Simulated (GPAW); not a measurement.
# WC (Qusongite) (P-6m2) in GPAW: notebook

Runs on WC (Qusongite). Level: PBEsol. Tasks: band structure.

Everything below comes from runs of GPAW 26.7.0. Logs are shortened: lines on timing, memory, paths and dates and some standing lists are left out, and cuts for length are marked. The log counts tension as positive stress, the text compression.

**1. The structure**

The structure is hexagonal, space group P-6m2 (No. 187). The conventional cell has a = 2.907 Å, b = 2.907 Å, c = 2.837 Å, α = 90.00°, β = 90.00°, γ = 120.00°. W (site symmetry -6m2) is surrounded by 6 C at 2.20 Å. Around C (site symmetry -6m2) lie 6 W at 2.20 Å.

**2. Band structure, PBEsol**

run.py reads:

```python
from ase import Atoms
from ase.dft.bandgap import bandgap
from ase.io import write
from ase.units import GPa
from gpaw import GPAW, PW, setup_paths

setup_paths.insert(0, '.')

atoms = Atoms(['W', 'C'],
              cell=[[2.9065, 0.0, 0.0],
                    [-1.45325, 2.5171028361, 0.0],
                    [0.0, 0.0, 2.8366]],
              scaled_positions=[[0.0, 0.0, 0.0],
                                [0.6666666667, 0.3333333333, 0.5]],
              pbc=True)

calc = GPAW(mode=PW(800),
            xc='PBEsol',
            kpts={'size': (10, 10, 9), 'gamma': True},
            occupations={'name': 'fermi-dirac', 'width': 0.05},
            nbands=19,
            convergence={'density': 1e-05, 'energy': 1e-05},
            maxiter=150,
            txt='gpaw.txt')
atoms.calc = calc
energy = atoms.get_potential_energy()
forces = atoms.get_forces()
stress = atoms.get_stress()
calc.write('gs.gpw')
write('result.traj', atoms)
print(f'Energy: {energy:.6f} eV')
print('Forces (eV/A):')
print(forces.round(4))
print('Stress (GPa):', (stress / GPa).round(3))
print('Fermi level:', round(calc.get_fermi_level(), 4), 'eV')
print(f'Gap: {bandgap(calc)[0]:.4f} eV, direct: {bandgap(calc, direct=True)[0]:.4f} eV')

path = atoms.cell.bandpath('GMKGALHA,LM,KH', npoints=80, eps=1e-4)
bs_calc = calc.fixed_density(kpts=path, symmetry='off', nbands=28,
                             convergence={'bands': 'CBM+6.0', 'eigenstates': 1e-6}, txt='bands.txt')
bs = bs_calc.band_structure()
bs.write('bs.json')
print(f'Gap on the path: {bandgap(bs_calc)[0]:.4f} eV')
```

Potentials or basis: PAW data sets generated in the run's folder for this functional, pw.

On the command line:

```console
> gpaw-setup -f PBEsol C W
> OMP_NUM_THREADS=1 python run.py
```

gpaw.txt:

```text
__  _  _
 | _ |_)|_||  |
 |__||  | ||/\| - 26.7.0

Input parameters:
  mode=PW(ecut=800.0),
  convergence={'density': 1e-05, 'energy': 1e-05},
  kpts=MonkhorstPack(size=(10, 10, 9), gamma=True),
  maxiter=150,
  nbands=19,
  occupations=Occupations(name='fermi-dirac', width=0.05),
  xc=XC(name='PBEsol')

Diagonalizing LCAO Hamiltonian
Converting LCAO to pw mode

           C

       W

Atoms  # Å, Bohr magnetons
|   | symbol |        x |        y |        z |    initial magnetic moments |
|---|--------|----------|----------|----------|-----------------------------|
| 0 |      W | 0.000000 | 0.000000 | 0.000000 | ( 0.0000,  0.0000,  0.0000) |
| 1 |      C | 1.453250 | 0.839034 | 1.418300 | ( 0.0000,  0.0000,  0.0000) |

Unit cell  # Å
| periodic |         x |        y |        z |  lengths |     angles |
|----------|-----------|----------|----------|----------|------------|
|      yes |  2.906500 | 0.000000 | 0.000000 | 2.906500 |  90.000000 |
|      yes | -1.453250 | 2.517103 | 0.000000 | 2.906500 |  90.000000 |
|      yes |  0.000000 | 0.000000 | 2.836600 | 2.836600 | 120.000000 |

Number of symmetries: 12
Symmetry operations  # r_c * U_cc + t_c -> r_c
|    | kind |            matrix            |
|----|------|------------------------------|
|  0 |  σ   |  1, 1, 0,  0,-1, 0,  0, 0, 1 |
|  1 |  C2  |  1, 1, 0,  0,-1, 0,  0, 0,-1 |
|  2 |  E   |  1, 0, 0,  0, 1, 0,  0, 0, 1 |
|  3 |  σ   |  1, 0, 0,  0, 1, 0,  0, 0,-1 |
|  4 |  C3  |  0, 1, 0, -1,-1, 0,  0, 0, 1 |
|  5 |  S3  |  0, 1, 0, -1,-1, 0,  0, 0,-1 |
|  6 |  σ   |  0,-1, 0, -1, 0, 0,  0, 0, 1 |
|  7 |  C2  |  0,-1, 0, -1, 0, 0,  0, 0,-1 |
|  8 |  σ   | -1, 0, 0,  1, 1, 0,  0, 0, 1 |
|  9 |  C2  | -1, 0, 0,  1, 1, 0,  0, 0,-1 |
| 10 |  C3  | -1,-1, 0,  1, 0, 0,  0, 0, 1 |
| 11 |  S3  | -1,-1, 0,  1, 0, 0,  0, 0,-1 |

BZ-sampling:
  Number of BZ points: 900
  Number of IBZ points: 70

  Monkhorst-Pack size: [10, 10, 9]
  Monkhorst-Pack shift: [0.05, 0.05, 0.0]

K-points  # in reciprocal-cell coordinates
|     |                                coordinates |     weight |
|-----|--------------------------------------------|------------|
|   0 | (  0.00000000,   0.00000000,   0.00000000) | 0.00111111 |
|   1 | (  0.00000000,   0.00000000,   0.11111111) | 0.00222222 |
|   2 | (  0.00000000,   0.00000000,   0.22222222) | 0.00222222 |
|   3 | (  0.00000000,   0.00000000,   0.33333333) | 0.00222222 |
|   4 | (  0.00000000,   0.00000000,   0.44444444) | 0.00222222 |
|   5 | (  0.10000000,   0.00000000,   0.00000000) | 0.00666667 |
|   6 | (  0.10000000,   0.00000000,   0.11111111) | 0.01333333 |
|   7 | (  0.10000000,   0.00000000,   0.22222222) | 0.01333333 |
|   8 | (  0.10000000,   0.00000000,   0.33333333) | 0.01333333 |
|   9 | (  0.10000000,   0.00000000,   0.44444444) | 0.01333333 |
| ... |                                            |            |
|  69 | (  0.50000000,   0.50000000,   0.44444444) | 0.00666667 |

Plane wave coefficients: 1083
Cutoff: 800.0 eV

Spin-components: 1 (collinear spins)
Bands:           19
Projectors:      11
Spin-degeneracy: 2
Datatype:        complex128

Parallelization:
  kpt:    1
  domain: 1
  band:   1

Density:
  Valence electrons: 18.0
  Components: 1
  Grid points: [20 20 20]
  Charge: 0.0  # |e|

Potential:
  Grid points: [20 20 20]

species:
  W:
    name:    Tungsten
    Z:       74.0
    valence: 14
    core:    60
    charge:  0.0  # [|e|]
    compensation charges:
      type: gauss
      rc: 0.40  # [Å]
      lmax: 2
    cutoffs:
      filter: 2.36  # [Å]
      core: 3.02  # [Å]
    projectors
    | kind |    occ | energy [eV] | rcut [Å] |
    |------|--------|-------------|----------|
    |   5s |  2.000 |     -78.864 |    1.344 |
    |   6s |  2.000 |      -5.730 |    1.344 |
    |   5p |  6.000 |     -43.252 |    1.355 |
    |   6p |  0.000 |      -1.338 |    1.355 |
    |   5d |  4.000 |      -4.526 |    1.228 |
    |    d |        |      22.686 |    1.228 |

    Using partial waves for W as LCAO basis

  C:
    name:    Carbon
    Z:       6.0
    valence: 4
    core:    2
    charge:  0.0  # [|e|]
    compensation charges:
      type: gauss
      rc: 0.20  # [Å]
      lmax: 2
    cutoffs:
      filter: 1.14  # [Å]
      core: 1.14  # [Å]
    projectors
    | kind |    occ | energy [eV] | rcut [Å] |
    |------|--------|-------------|----------|
    |   2s |  2.000 |     -13.648 |    0.635 |
    |   2p |  2.000 |      -5.232 |    0.635 |
    |    s |        |      13.563 |    0.635 |
    |    p |        |      21.979 |    0.635 |
    |    d |        |       0.000 |    0.635 |

    Using partial waves for C as LCAO basis

Reference energy: -439665.733139  # eV

eigensolver:
  PPCG
  Converge bands: occupied
  niter=2

density mixing:
  MSR1-Mixer
  Pratt-step length: 0.05
  Maximum mixing coefficient: 0.75
  Old densities: 10
  SVD Regularization: 0.005
  Good broyden scale: 1.0
  Trust region scale: 1.0
  Backstep threshold: 4.0
  History deletion threshold: 6.0
  Fourier metric: weight=20.0, sigma=0.015

occupation numbers:
  Fermi-Dirac:
    width: 0.0500  # eV

poisson solver:
  ecut: 6400.0  # eV

xc functional:
  name: PBEsol with 2 nearest neighbor stencil

convergence criteria:
- Maximum integral of absolute [dens]ity change: 1e-05 electrons / valence electron
- Maximum [total energy] change in last 3 cyles: 1e-05 eV / valence electron
- Maximum integral of absolute [eigenst]ate change: 4e-08 eV^2 / valence electron
maximum number of iterations: 150

SCF iterations
|iter     | |      energy | eigst |  dens |
|---------|-|-------------|-------|-------|
|iter:   1| |  -24.024282 | -0.12 |       |
|iter:   2| |  -23.571218 | -2.68 | -0.94 |
|iter:   3| |  -22.551870 | -1.72 | -1.00 |
|iter:   4| |  -22.556380 | -3.64 | -1.71 |
|iter:   5| |  -22.561263 | -3.72 | -1.95 |
|iter:   6| |  -22.561227 | -5.65 | -3.08 |
|iter:   7| |  -22.561229c| -6.96 | -3.65 |
|iter:   8| |  -22.561229c| -8.37c| -4.33 |
|iter:   9| |  -22.561229c| -8.50c| -5.02c|

Converged in 9 steps
Energy contributions relative to reference atoms: (reference = -439665.733139)

Energy contributions:
  Kinetic:          14.404239
  Coulomb:         -16.297975
  Zero:              0.018867
  External:          0.000000
  Xc:              -20.685466
  Entropy:          -0.001790
  Spinorbit:         0.000000
  ----------------------------
  Free energy:     -22.562125
  Extrapolated:    -22.561229

dipole moment: (-4.693034, -9.822859, -10.592344)  # |e|*Ang

Fermi level: 13.986
Eigenvalues  # (at kpt = [0.000, 0.000, 0.000])
| band index |      eig [eV] | occ [0-2] |
|------------|---------------|-----------|
|          0 |       -59.743 |     2.000 |
|          1 |       -23.988 |     2.000 |
|          2 |       -23.881 |     2.000 |
|          3 |       -23.881 |     2.000 |
|          4 |        -0.405 |     2.000 |
|          5 |         9.679 |     2.000 |
[... 8 lines left out ...]
|         14 |        28.327 |     0.000 |
|         15 |        30.756 |     0.000 |
|        ... |               |           |
|         18 |        37.950 |     0.000 |

No gap
No difference between direct/indirect transitions

Forces  # eV/Ang
|        x |        y |       z |
|----------|----------|---------|
|  0.00000 |  0.00000 | 0.00000 |  # W    0
| -0.00000 | -0.00000 | 0.00000 |  # C    1

Stress tensor  # eV/Ang^3
|         x |        y |        z |
|-----------|----------|----------|
|  0.021939 | 0.000000 | 0.000000 |
| -0.000000 | 0.021939 | 0.000000 |
|  0.000000 | 0.000000 | 0.030650 |

# Writing to gs.gpw (mode='')
```

Wall time 33 s (1 thread of Arm Neoverse V2, shared host); peak memory 0.25 GiB.

What came out:

```
Free energy             : -22.5621 eV
Pressure                : -4.0 GPa
Band gap along the path : none (metal or under the smearing width)
```

Levels at the corners of the path, in eV from the Fermi level:
| point | band 6 | band 7 | band 8 | band 9 | band 10 | band 11 | band 12 | band 13 |
| --- | --- | --- | --- | --- | --- | --- | --- | --- |
| Γ | -4.31 | -3.32 | -3.32 | 0.11 | 3.22 | 3.22 | 5.65 | 5.65 |
| M | -7.02 | -3.60 | -3.57 | -0.44 | 2.33 | 4.54 | 4.90 | 6.88 |
| K | -6.55 | -4.57 | -3.44 | 0.60 | 1.00 | 2.07 | 3.22 | 9.22 |
| Γ | -4.31 | -3.32 | -3.32 | 0.11 | 3.22 | 3.22 | 5.65 | 5.65 |
| A | -8.62 | -2.00 | -2.00 | -0.59 | -0.59 | 3.69 | 4.54 | 4.54 |
| L | -6.44 | -4.30 | -4.18 | 0.30 | 4.44 | 5.32 | 6.66 | 9.21 |
| H | -7.21 | -5.39 | -1.59 | -0.64 | 4.41 | 6.41 | 7.62 | 9.13 |
| A | -8.62 | -2.00 | -2.00 | -0.59 | -0.59 | 3.69 | 4.54 | 4.54 |
| L | -6.44 | -4.30 | -4.18 | 0.30 | 4.44 | 5.32 | 6.66 | 9.21 |
| M | -7.02 | -3.60 | -3.57 | -0.44 | 2.33 | 4.54 | 4.90 | 6.88 |
| K | -6.55 | -4.57 | -3.44 | 0.60 | 1.00 | 2.07 | 3.22 | 9.22 |
| H | -7.21 | -5.39 | -1.59 | -0.64 | 4.41 | 6.41 | 7.62 | 9.13 |

Caveat: spin-orbit coupling is left out, which moves the levels of the heavy elements.

**3. Band structure, PBEsol, spin-orbit coupling, no magnetisation**

Edit run.py of step 2 so:

```diff
@@ -1 +1,2 @@
+import numpy as np
 from ase import Atoms
@@ -5,2 +6,3 @@
 from gpaw import GPAW, PW, setup_paths
+from gpaw.spinorbit import soc_eigenstates
 
@@ -43 +45,7 @@
 print(f'Gap on the path: {bandgap(bs_calc)[0]:.4f} eV')
+
+soc = soc_eigenstates(bs_calc, theta=0, phi=0)
+np.savetxt('soc_bands.dat', soc.eigenvalues(), fmt='%.4f')
+mesh = soc_eigenstates('gs.gpw', theta=0, phi=0)
+np.savetxt('soc_mesh.dat', mesh.eigenvalues(), fmt='%.4f')
+print('Fermi level with spin-orbit coupling:', round(mesh.fermi_level, 4), 'eV')
```

Potentials or basis: PAW data sets generated in the run's folder for this functional, pw.

On the command line:

```console
> gpaw-setup -f PBEsol C W
> OMP_NUM_THREADS=1 python run.py
```

gpaw.txt:

```text
__  _  _
 | _ |_)|_||  |
 |__||  | ||/\| - 26.7.0

Input parameters:
  mode=PW(ecut=800.0),
  convergence={'density': 1e-05, 'energy': 1e-05},
  kpts=MonkhorstPack(size=(10, 10, 9), gamma=True),
  maxiter=150,
  nbands=19,
  occupations=Occupations(name='fermi-dirac', width=0.05),
  xc=XC(name='PBEsol')

Diagonalizing LCAO Hamiltonian
Converting LCAO to pw mode

           C

       W

Atoms  # Å, Bohr magnetons
|   | symbol |        x |        y |        z |    initial magnetic moments |
|---|--------|----------|----------|----------|-----------------------------|
| 0 |      W | 0.000000 | 0.000000 | 0.000000 | ( 0.0000,  0.0000,  0.0000) |
| 1 |      C | 1.453250 | 0.839034 | 1.418300 | ( 0.0000,  0.0000,  0.0000) |

Unit cell  # Å
| periodic |         x |        y |        z |  lengths |     angles |
|----------|-----------|----------|----------|----------|------------|
|      yes |  2.906500 | 0.000000 | 0.000000 | 2.906500 |  90.000000 |
|      yes | -1.453250 | 2.517103 | 0.000000 | 2.906500 |  90.000000 |
|      yes |  0.000000 | 0.000000 | 2.836600 | 2.836600 | 120.000000 |

Number of symmetries: 12
Symmetry operations  # r_c * U_cc + t_c -> r_c
|    | kind |            matrix            |
|----|------|------------------------------|
|  0 |  σ   |  1, 1, 0,  0,-1, 0,  0, 0, 1 |
|  1 |  C2  |  1, 1, 0,  0,-1, 0,  0, 0,-1 |
|  2 |  E   |  1, 0, 0,  0, 1, 0,  0, 0, 1 |
|  3 |  σ   |  1, 0, 0,  0, 1, 0,  0, 0,-1 |
|  4 |  C3  |  0, 1, 0, -1,-1, 0,  0, 0, 1 |
|  5 |  S3  |  0, 1, 0, -1,-1, 0,  0, 0,-1 |
|  6 |  σ   |  0,-1, 0, -1, 0, 0,  0, 0, 1 |
[... 128 lines left out ...]
xc functional:
  name: PBEsol with 2 nearest neighbor stencil

convergence criteria:
- Maximum integral of absolute [dens]ity change: 1e-05 electrons / valence electron
- Maximum [total energy] change in last 3 cyles: 1e-05 eV / valence electron
- Maximum integral of absolute [eigenst]ate change: 4e-08 eV^2 / valence electron
maximum number of iterations: 150

SCF iterations
|iter     | |      energy | eigst |  dens |
|---------|-|-------------|-------|-------|
|iter:   1| |  -24.024282 | -0.12 |       |
|iter:   2| |  -23.571218 | -2.68 | -0.94 |
|iter:   3| |  -22.551870 | -1.72 | -1.00 |
|iter:   4| |  -22.556380 | -3.64 | -1.71 |
|iter:   5| |  -22.561263 | -3.72 | -1.95 |
|iter:   6| |  -22.561227 | -5.65 | -3.08 |
|iter:   7| |  -22.561229c| -6.96 | -3.65 |
|iter:   8| |  -22.561229c| -8.37c| -4.33 |
|iter:   9| |  -22.561229c| -8.50c| -5.02c|

Converged in 9 steps
Energy contributions relative to reference atoms: (reference = -439665.733139)

Energy contributions:
  Kinetic:          14.404239
  Coulomb:         -16.297975
  Zero:              0.018867
  External:          0.000000
  Xc:              -20.685466
  Entropy:          -0.001790
  Spinorbit:         0.000000
  ----------------------------
  Free energy:     -22.562125
  Extrapolated:    -22.561229

dipole moment: (-4.693034, -9.822859, -10.592344)  # |e|*Ang

Fermi level: 13.986
Eigenvalues  # (at kpt = [0.000, 0.000, 0.000])
| band index |      eig [eV] | occ [0-2] |
|------------|---------------|-----------|
|          0 |       -59.743 |     2.000 |
|          1 |       -23.988 |     2.000 |
|          2 |       -23.881 |     2.000 |
|          3 |       -23.881 |     2.000 |
|          4 |        -0.405 |     2.000 |
|          5 |         9.679 |     2.000 |
[... 8 lines left out ...]
|         14 |        28.327 |     0.000 |
|         15 |        30.756 |     0.000 |
|        ... |               |           |
|         18 |        37.950 |     0.000 |

No gap
No difference between direct/indirect transitions

Forces  # eV/Ang
|        x |        y |       z |
|----------|----------|---------|
|  0.00000 |  0.00000 | 0.00000 |  # W    0
| -0.00000 | -0.00000 | 0.00000 |  # C    1

Stress tensor  # eV/Ang^3
|         x |        y |        z |
|-----------|----------|----------|
|  0.021939 | 0.000000 | 0.000000 |
| -0.000000 | 0.021939 | 0.000000 |
|  0.000000 | 0.000000 | 0.030650 |

# Writing to gs.gpw (mode='')
```

bands.txt:

```text
Diagonalizing LCAO Hamiltonian
Converting LCAO to pw mode
convergence criteria:
- Maximum integral of absolute [eigenst]ate change: 1e-06 eV^2 / valence electron
maximum number of iterations: 150

SCF iterations
|iter     | |      energy | eigst |  dens |
|---------|-|-------------|-------|-------|
|iter:   1| |             | +0.07 |       |
[... 84 lines left out ...]
         [0.33333333, 0.33333333, 0.11111111],
         [0.33333333, 0.33333333, 0.16666667],
         [0.33333333, 0.33333333, 0.22222222],
         [0.33333333, 0.33333333, 0.27777778],
         [0.33333333, 0.33333333, 0.33333333],
         [0.33333333, 0.33333333, 0.38888889],
         [0.33333333, 0.33333333, 0.44444444],
         [0.33333333, 0.33333333, 0.5       ]])),
  maxiter=150,
  nbands=28,
  occupations=Occupations(name='fermi-dirac', width=0.05),
  symmetry=Symmetry(point_group=False, time_reversal=False),
  xc=XC(name='PBEsol')
```

Run time: 35 s. Hardware: 1 thread of Arm Neoverse V2, shared host; peak memory 0.31 GiB.

What came out:

```
Free energy             : -22.5621 eV
Pressure                : -4.0 GPa
Band gap along the path : none (metal or under the smearing width)
```

Levels at the corners of the path, in eV from the Fermi level:
| point | band 16 | band 17 | band 18 | band 19 | band 20 | band 21 |
| --- | --- | --- | --- | --- | --- | --- |
| Γ | -3.23 | 0.08 | 0.08 | 2.95 | 2.95 | 3.36 |
| M | -3.62 | -0.45 | -0.45 | 2.26 | 2.26 | 4.30 |
| K | -3.42 | 0.30 | 0.66 | 0.72 | 1.18 | 2.00 |
| Γ | -3.23 | 0.08 | 0.08 | 2.95 | 2.95 | 3.36 |
| A | -2.02 | -0.92 | -0.92 | -0.33 | -0.33 | 3.55 |
| L | -4.20 | 0.33 | 0.33 | 4.32 | 4.32 | 5.17 |
| H | -1.50 | -0.69 | -0.45 | 4.23 | 4.32 | 6.28 |
| A | -2.02 | -0.92 | -0.92 | -0.33 | -0.33 | 3.55 |
| L | -4.20 | 0.33 | 0.33 | 4.32 | 4.32 | 5.17 |
| M | -3.62 | -0.45 | -0.45 | 2.26 | 2.26 | 4.30 |
| K | -3.42 | 0.30 | 0.66 | 0.72 | 1.18 | 2.00 |
| H | -1.50 | -0.69 | -0.45 | 4.23 | 4.32 | 6.28 |

Caveat: spin-orbit coupling was added after a scalar SCF, so levels and gaps hold it while energy, forces, pressure and moments don't; this program's spin-orbit splittings come out too wide for heavy elements.
